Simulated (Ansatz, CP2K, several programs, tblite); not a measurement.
Energy against volume for CdSiP2 (I-42d) from a database structure, at fixed shape and fractional coordinates, computed by several methods (PBE and r2SCAN, where shown, with plane waves in Ansatz); the cell shown is that of r2SCAN. With free coordinates or axes held, a curve is too stiff, and on another method's shape its minimum isn't the method's own volume. It is tetragonal, I-42d (No. 122); a = 5.694 Å, c = 10.484 Å in the conventional setting, 21.24 Å³ an atom. Cd has 4 P at 2.57 Å; Si has 4 P at 2.26 Å; P has 2 Si at 2.26 Å and 2 Cd at 2.57 Å. The values are computed, spin-unpolarised, and not measurements. Energies count from each curve's lowest point; fits are third-order Birch-Murnaghan.

```yaml
crystal:
  lattice:
    - [-2.84686, 2.84686, 5.24206]
    - [2.84686, -2.84686, 5.24206]
    - [2.84686, 2.84686, -5.24206]
  atoms:
    - { symbol: Cd, position: [0.75000, 0.25000, 0.50000] }
    - { symbol: Cd, position: [0.00000, 0.00000, 0.00000] }
    - { symbol: Si, position: [0.50000, 0.50000, 0.00000] }
    - { symbol: Si, position: [0.25000, 0.75000, 0.50000] }
    - { symbol: P, position: [0.87500, 0.82884, 0.45384] }
    - { symbol: P, position: [0.17116, 0.62500, 0.04616] }
    - { symbol: P, position: [0.37500, 0.42116, 0.54616] }
    - { symbol: P, position: [0.57884, 0.12500, 0.95384] }
```

PBE/DZVP (CP2K), on the shape of the cell shown:
```csv
V (Å³/atom),E (meV/atom)
18.693,132.77
19.968,38.61
21.242,0.00
22.517,1.62
23.791,32.37
```
V₀ = 21.80 Å³ an atom and B₀ = 74 GPa.

Q: GFN1-xTB (tblite), on the shape of the cell shown, as a cluster of 64 atoms at the zone centre, gives

| V (Å³/atom) | E (meV/atom) |
| --- | --- |
| 18.693 | 178.51 |
| 19.968 | 61.88 |
| 21.242 | 8.54 |
| 22.517 | 0.00 |
| 23.791 | 23.61 |

What equilibrium volume and bulk modulus follow?

A: V₀ = 22.16 Å³ an atom and B₀ = 76 GPa.

PBE, on the shape of its own relaxed cell:
```csv
V (Å³/atom),E (meV/atom)
20.368,20.60
21.018,4.86
21.668,0.00
22.318,4.36
22.968,16.50
```
V₀ = 21.67 Å³ an atom and B₀ = 75 GPa.

light PBE (260 eV, its own mesh), on the shape of the cell shown:
```csv
V (Å³/atom),E (meV/atom)
19.543,66.15
20.393,48.58
21.242,0.00
22.092,14.21
22.942,23.37
23.791,52.86
```
The points scatter about a smooth fit, as a low cutoff and a light mesh can make them, so no fit is quoted.

Q: GFN2-xTB (tblite), on the shape of the cell shown, as a cluster of 64 atoms at the zone centre, gives
```csv
V (Å³/atom),E (meV/atom)
18.693,158.88
19.968,55.99
21.242,8.83
22.517,0.00
23.791,16.87
```
What equilibrium volume and bulk modulus follow?

A: V₀ = 22.25 Å³ an atom and B₀ = 61 GPa.
